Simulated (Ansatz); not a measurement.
Crystal: Cs2AgBiBr6.

```
Bi Cs Ag Br
1.0
     0.00000    5.61610    5.61610
     5.61610    0.00000    5.61610
     5.61610    5.61610    0.00000
Bi Cs Ag Br
1 2 1 6
Direct
  0.00000 0.00000 0.00000
  0.75000 0.75000 0.75000
  0.25000 0.25000 0.25000
  0.50000 0.50000 0.50000
  0.74945 0.74945 0.25055
  0.25055 0.25055 0.74945
  0.74945 0.25055 0.25055
  0.74945 0.25055 0.74945
  0.25055 0.74945 0.74945
  0.25055 0.74945 0.25055
```

Base run:

* Program: Ansatz 0.2.0
* Functional: BLYP
* Potentials or basis: Ansatz PAW
* Cutoff: 420 eV
* Density cutoff: 1680 eV
* k mesh: 4 × 4 × 4
* Occupations: fermi-dirac, width 0.05 eV
* Spin: no spin polarisation

Its results: band gap on the k mesh 1.29 eV, indirect (least direct gap 2.48 eV); pressure 3.7 GPa; largest force 0.342 eV/Å.

**Question.** After a change of settings the same cell gave: band gap on the k mesh 1.26 eV, indirect (least direct gap 2.47 eV); pressure 1.9 GPa; largest force 0.290 eV/Å. Which change was it?
A. functional from BLYP to PBE
B. functional from BLYP to revPBE
C. functional from BLYP to r2SCAN; cutoff from 420 eV to 500 eV; density cutoff from 1680 eV to 2000 eV; occupations from fermi-dirac, width 0.05 eV to fixed; potential files from those of the base run to others of the same set
D. functional from BLYP to LDA

**Answer.** A.

PBE binds more tightly than BLYP, so the same cell stands under less pressure.

Caveats: spin-orbit coupling is left out, which as a rule narrows the gap of such compounds by several tenths of an eV; the density of states is complete only up to the lowest level of the last band computed; the potentials were made for another functional, which shifts forces and pressure (some runs); the PAW data sets come from PBE, with cores solved anew for the run's functional, which leaves a small shift of forces and pressure (some runs).

Not every run made on this cell is shown here.
